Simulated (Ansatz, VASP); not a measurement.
# Cross-check of CaO between VASP and Ansatz, part 2 of 2

Wanted: the spread between two codes on one cell, functional and k mesh. The cell is taken from a series of VASP runs on this material, whose earlier steps may have relaxed, scaled or displaced it; both programs get it as it stands.

VASP 6.6.1 and Ansatz 0.2.0.

So far. Step 3 (VASP: band structure, LDA): The run ends at a pressure of -0.51 GPa.

### 5. VASP: dielectric response, LDA

Level of this step: LDA; plane waves and PAW (Ca_sv, O) (VASP).

The response to a field tests empty states and converges slowly with the mesh. The cell compared in this pair holds 27.95 Å³, against 26.28 Å³ for the pair before.

Contents of INCAR:

```
SYSTEM = CaO
PREC = Accurate
ENCUT = 460
EDIFF = 1E-08
NELM = 100
ISMEAR = 0
SIGMA = 0.01
LREAL = .FALSE.
ALGO = Normal
GGA = CA
NBANDS = 14
LORBIT = 11
LWAVE = .FALSE.
LCHARG = .FALSE.
KPAR = 4
LEPSILON = .TRUE.
LPEAD = .TRUE.
```

Contents of POSCAR:

```
CaO
1.0
    0.0000000000      2.4087000000      2.4087000000
    2.4087000000      0.0000000000      2.4087000000
    2.4087000000      2.4087000000      0.0000000000
Ca O
1 1
Direct
    0.0000000000      0.0000000000      0.0000000000
    0.5000000000      0.5000000000      0.5000000000
```

Contents of KPOINTS:

```
Automatic mesh
0
Gamma
10 10 10
0 0 0
```

Potentials, in the order of the species: Ca_sv and O (LDA family, release 64).

The run is started by

```sh
mpirun -np 4 vasp_std
```

Numbers of over 12 decimals in the logs are rounded to 6 here.

Output:

```text
[... set-up lines as in an earlier step ...]
 entering main loop
       N       E                     dE             d eps       ncg     rms          rms(c)
DAV:   1     0.119647600607E+03    0.11965E+03   -0.78515E+03  1316   0.107E+03
DAV:   2    -0.106502668024E+02   -0.13030E+03   -0.12220E+03  1712   0.293E+02
DAV:   3    -0.157261386391E+02   -0.50759E+01   -0.50459E+01  1496   0.606E+01
DAV:   4    -0.158838909045E+02   -0.15775E+00   -0.15765E+00  1934   0.921E+00
[...]
DAV:  12    -0.141881694308E+02   -0.14431E-06   -0.44001E-06  1424   0.214E-02    0.391E-03
DAV:  13    -0.141881693182E+02    0.11266E-06   -0.14245E-07  1738   0.391E-03    0.724E-04
DAV:  14    -0.141881693113E+02    0.68562E-08   -0.16229E-08  1378   0.163E-03
   1 F= -.14188169E+02 E0= -.14188169E+02  d E =-.165390E-17
 Linear response reoptimize wavefunctions to high precision
DAV:   1    -0.141881693121E+02   -0.82241E-09   -0.79512E-09  1582   0.644E-04
DAV:   2    -0.141881693122E+02   -0.51386E-10   -0.11592E-10   706   0.998E-05
 Linear response to external field (no local field effect), progress :
[...]
RMM:  13    -0.233777389880E+00    0.68866E-06   -0.16441E-06  6463   0.613E-04    0.490E-05
RMM:  14    -0.233777550656E+00   -0.16078E-06   -0.95015E-07  5983   0.303E-04    0.647E-06
 change of polarisation eV/A/(eV/A) component  2 :     0.039     0.439     0.001
 dielectric tensor                  component  2 :     0.251     3.844     0.004
 Linear response to external field, progress :
  Direction:   3
       N       E                     dE             d eps       ncg     rms          rms(c)
RMM:   1    -0.219978653359E+00   -0.21998E+00   -0.63963E-01  2904   0.411E+00
RMM:   2    -0.232111318177E+00   -0.12133E-01   -0.41660E-02  3109   0.961E-01    0.764E-01
RMM:   3    -0.224548761101E+00    0.75626E-02   -0.16973E-02  4377   0.871E-01    0.394E-01
RMM:   4    -0.229573219245E+00   -0.50245E-02   -0.79333E-03  4933   0.685E-01    0.106E-01
[...]
RMM:  13    -0.233777822498E+00    0.38057E-06   -0.20764E-06  6362   0.589E-04    0.152E-05
RMM:  14    -0.233777761068E+00    0.61431E-07   -0.80439E-07  5734   0.286E-04    0.252E-05
RMM:  15    -0.233777981958E+00   -0.22089E-06   -0.51463E-07  5277   0.151E-04    0.395E-06
 change of polarisation eV/A/(eV/A) component  3 :     0.006     0.030     0.439
 dielectric tensor                  component  3 :     0.040     0.196     3.844
 Born effective charges drift removed
```

Parts of OUTCAR (step 5):

```text
  Total       -1.2993430     -1.2993430     -1.2993430      0.0000000      0.0000000     -0.0000000
  in kB      -74.4828456    -74.4828456    -74.4828456      0.0000000      0.0000000     -0.0000000
  external PRESSURE =     -74.4828456 kB  Pullay stress =       0.0000000 kB

 POSITION                                       TOTAL-FORCE (eV/Angst)
 -----------------------------------------------------------------------------------
      0.00000      0.00000      0.00000         0.000000      0.000000      0.000000
      2.40870      2.40870      2.40870        -0.000000     -0.000000      0.000000
 -----------------------------------------------------------------------------------
    total drift:                                0.000000     -0.000000     -0.000000

 MACROSCOPIC STATIC DIELECTRIC TENSOR (including local field effects in DFT)
 ------------------------------------------------------
           3.843944    -0.000000     0.000000
          -0.000000     3.843944    -0.000000
           0.000000    -0.000000     3.843944
 ------------------------------------------------------

[... 2 further parts left out ...]
```

### 6. Ansatz: dielectric response, LDA

The same cell, functional (in two slightly different forms) and mesh now go to Ansatz, which takes its cutoff from its data sets.

The cell is taken from a series of VASP runs on this material, whose earlier steps may have relaxed, scaled or displaced it; both programs get it as it stands.

Contents of input.yaml:

```yaml
crystal:
  lattice:
    - [0.0, 2.4087, 2.4087]
    - [2.4087, 0.0, 2.4087]
    - [2.4087, 2.4087, 0.0]
  atoms:
    - { symbol: Ca, position: [0.0, 0.0, 0.0] }
    - { symbol: O, position: [0.5, 0.5, 0.5] }
hamiltonian:
  xc: lda
  pseudopotentials: { kind: paw }
kpoints:
  mp_grid: { grid: [10, 10, 10] }
scf:
  occupations: { method: fixed }
dielectric:
  method: response
```

The run is started by

```sh
ansatz run input.yaml --threads 2 --pin off --max-ram 4608MiB --backend cpu --events-out ev --progress --plain --runs-dir out
```

Output:

```text
[...]
Crystal: 2 atoms, lattice volume = 27.950 Å³
Basis set: ecut = 420 eV, 537 PW (Γ), exchange–correlation on 48×48×48 points (8 copies of the dense FFT grid, shifted against one another)
Bands: 12, of which v1, the nominal top of the filled ones, is band 8 counted from 1 (7 counted from 0)
Symmetry: 48 space group operations
k-points: 102 of 1000 (irreducible under 8 space group operations, time reversal used)
[...]
Born effective charges Z* (e; rows j = field, columns β = displacement):
    site 0:
         2.34985    0.00000   -0.00000
        -0.00000    2.34985   -0.00000
         0.00000    0.00000    2.34985
    site 1:
        -2.34985   -0.00000    0.00000
         0.00000   -2.34985    0.00000
         0.00000   -0.00000   -2.34985
  Z* charge neutrality: 1.710e-5 e pre-enforcement
  k-mesh period / interband length: 34.1 Å / 1.44 Å = 23.72 at k = (0.0000, 0.0000, 0.0000), direct gap 4.510 eV — 14 or more, which is no proof of convergence
[key lines of the parts left out:]
SCF converged after 8 iterations
Free energy (F): -2331.592356 eV
Fermi energy:    7.209555 eV
```

It took 8.6 s on 2 threads of Arm Neoverse N1, shared host; peak memory 0.32 GiB.

### 7. Differences

The two programs side by side:

```csv
quantity,Ansatz,VASP,difference
ε∞ xx,3.84,3.84,+0.00 %
ε∞ yy,3.84,3.84,+0.00 %
ε∞ zz,3.84,3.84,+0.00 %
Born charge of Ca1 (mean of the diagonal) (e),2.35,2.35,0.00
Born charge of O2 (mean of the diagonal) (e),-2.35,-2.35,0.00
```

### 8. VASP: single point, LDA

With cell and atoms fixed, the geometry can't cause a difference; cores, projectors, grids and the points listed under the comparison can.

Contents of INCAR:

```
SYSTEM = CaO
PREC = Accurate
ENCUT = 440
EDIFF = 1E-08
NELM = 100
ISMEAR = 0
SIGMA = 0.01
LREAL = .FALSE.
ALGO = Normal
GGA = CA
NBANDS = 14
LORBIT = 11
LWAVE = .TRUE.
LCHARG = .FALSE.
KPAR = 4
```

POSCAR is that of step 5.

Contents of KPOINTS:

```
Automatic mesh
0
Gamma
4 4 4
0 0 0
```

Potentials, in the order of the species: Ca_sv_GW and O_GW (LDA family, release 64).

The run is started by

```sh
mpirun -np 4 vasp_std
```

Output:

```text
[... set-up lines as in an earlier step ...]
 entering main loop
       N       E                     dE             d eps       ncg     rms          rms(c)
DAV:   1     0.174661619943E+03    0.17466E+03   -0.70137E+03   224   0.109E+03
DAV:   2    -0.778393700816E+01   -0.18245E+03   -0.16129E+03   308   0.465E+02
DAV:   3    -0.227396956350E+02   -0.14956E+02   -0.14558E+02   372   0.144E+02
DAV:   4    -0.230558241874E+02   -0.31613E+00   -0.31582E+00   318   0.193E+01
[...]
DAV:  15    -0.191090395660E+02    0.78124E-07   -0.43652E-07   366   0.105E-02    0.821E-03
DAV:  16    -0.191090395349E+02    0.31109E-07   -0.72624E-08   330   0.302E-03    0.311E-04
DAV:  17    -0.191090395357E+02   -0.83855E-09   -0.28103E-09   130   0.694E-04
   1 F= -.19109040E+02 E0= -.19109040E+02  d E =-.593432-103
 writing wavefunctions
```

OUTCAR, selected parts (step 8):

```text
  Total       -1.8020201     -1.8020201     -1.8020201      0.0000000      0.0000000      0.0000000
  in kB     -103.2980418   -103.2980418   -103.2980418      0.0000000      0.0000000      0.0000000
  external PRESSURE =    -103.2980418 kB  Pullay stress =       0.0000000 kB

 POSITION                                       TOTAL-FORCE (eV/Angst)
 -----------------------------------------------------------------------------------
      0.00000      0.00000      0.00000        -0.000000      0.000000      0.000000
      2.40870      2.40870      2.40870         0.000000     -0.000000     -0.000000
 -----------------------------------------------------------------------------------
    total drift:                                0.000000     -0.000000     -0.000000

  FREE ENERGIE OF THE ION-ELECTRON SYSTEM (eV)
  ---------------------------------------------------
  free  energy   TOTEN  =       -19.1090395357 eV

  energy  without entropy=      -19.1090395357  energy(sigma->0) =      -19.10903954

[... 3 further parts left out ...]
[key lines of the parts left out:]
E-fermi :   4.3191
```

The run ends at a pressure of -10.33 GPa.

### 9. Ansatz: single point, LDA

The same cell, functional (in two slightly different forms), mesh and smearing now go to Ansatz, which takes its cutoff from its data sets.

The cell is taken from a series of VASP runs on this material, whose earlier steps may have relaxed, scaled or displaced it; both programs get it as it stands.

input.yaml, the sections that differ from step 6:

```yaml
kpoints:
  mp_grid: { grid: [4, 4, 4] }
scf:
  occupations: { method: gaussian, width: 0.01 }
  n_extra_bands: 4
output:
  forces: true
  stress: true
  eigenvalues: true
  write_density: true
  write_potential: true
  elf: true
  volumetric_format: npy
# crystal, hamiltonian: as in step 6
# dielectric: removed
```

The run is started by

```sh
ansatz run input.yaml --threads 2 --pin off --max-ram 4608MiB --backend cpu --events-out ev --progress --plain --runs-dir out
```

Output:

```text
[...]
Crystal: 2 atoms, lattice volume = 27.950 Å³
Basis set: ecut = 420 eV, 537 PW (Γ)
Bands: 12, of which v1, the nominal top of the filled ones, is band 8 counted from 1 (7 counted from 0)
Symmetry: 48 space group operations
[...]
k-points: 8 of 64
[...]
--- Band table (eV; the first three rows and the last of 8) ---
  k-point 0: bands = [... 4 lower, -7.9782, 7.2175, 7.2175, 7.2175, 11.7213, 13.3196, 13.3196, 13.3196]
  k-point 1: bands = [... 4 lower, -7.3028, 5.6519, 6.5537, 6.5537, 13.3255, 13.8713, 14.2878, 14.2878]
  k-point 2: bands = [... 4 lower, -6.7690, 4.5329, 6.0116, 6.0116, 14.1449, 15.4704, 15.4833, 15.4833]
  k-point 7: bands = [... 4 lower, -7.3400, 5.9206, 6.1424, 6.1424, 13.3956, 13.3956, 15.5385, 16.7068]
[key lines of the parts left out:]
SCF converged after 7 iterations
Free energy (F): -2331.587876 eV
Fermi energy:    8.957836 eV
P = ⅓ Tr σ = -7.5955 GPa (-75.955 kbar)
```

Elapsed: 0.82 s, on 2 threads; peak memory 0.23 GiB.

The run ends at a pressure of -7.60 GPa.

### 10. Differences

What differs besides the data sets and the points named for the pairs above, as far as they apply: the cutoff is 420 eV in Ansatz and 440 eV in VASP. Total energies have different zeros and are not compared.

Both answers:

```csv
quantity,Ansatz,VASP,difference
gap on the k mesh (eV),3.481,3.473,+0.008
```

Not compared: the pressure (VASP's GW data sets at this cutoff don't carry it). A gap on the mesh is an upper bound, since the band edges may lie between its points.

### 11. What the set-up changes

Further runs change the set-up of one program: Ansatz's method, potentials or start, or VASP's data sets, cutoff or form of LDA. The table gives Ansatz less VASP for each quantity, since a change that brings one quantity closer may part another.

```csv
run,gap on the k mesh (eV)
as above,0.0077
cores kept as stored,0.0049
Ansatz's all-electron LAPW method,0.0039
Ansatz's larger PAW set (cutoff 900 eV),0.0050
norm-conserving potentials (cutoff 1143 eV),0.013
```

### 12. Summary of results

```yaml
difference_in_gap_over_the_path_points_band_structure_lda: 0.030 eV
difference_in_eps_infinity_xx_dielectric_response_lda: -0.0010 %
difference_in_gap_on_the_k_mesh_single_point_lda: 0.0077 eV
```

What this shows: The difference in gap over the path points is 0.030 eV (band structure, LDA), within the 0.08 eV picked in this series as the mark of a large difference. VASP's data sets differ among the pairs, so a change from pair to pair isn't the functional's or the coupling's alone. Single point, LDA, cores kept as stored: the difference in gap on the k mesh goes from 0.0077 to 0.0049 eV. Single point, LDA, Ansatz's all-electron LAPW method: the difference in gap on the k mesh goes from 0.0077 to 0.0039 eV. Single point, LDA, Ansatz's larger PAW set (cutoff 900 eV): the difference in gap on the k mesh goes from 0.0077 to 0.0050 eV. 3 further runs of this series are not shown here. How closely two codes agree says nothing of how well the functional describes the real material.

[Lines on the potential files, build, host, timing and source positions are cut from VASP's logs without a mark.]

[Logs are printed without paths, hosts, clocks, repeated set-up lines and the standing remarks that a program may print on its own settings, such as how far it seeks lower states.]

[Hosts, paths, dates, database ids (printed as entryN), source tags and the programs' standing remarks are cut or masked in the printed files.]
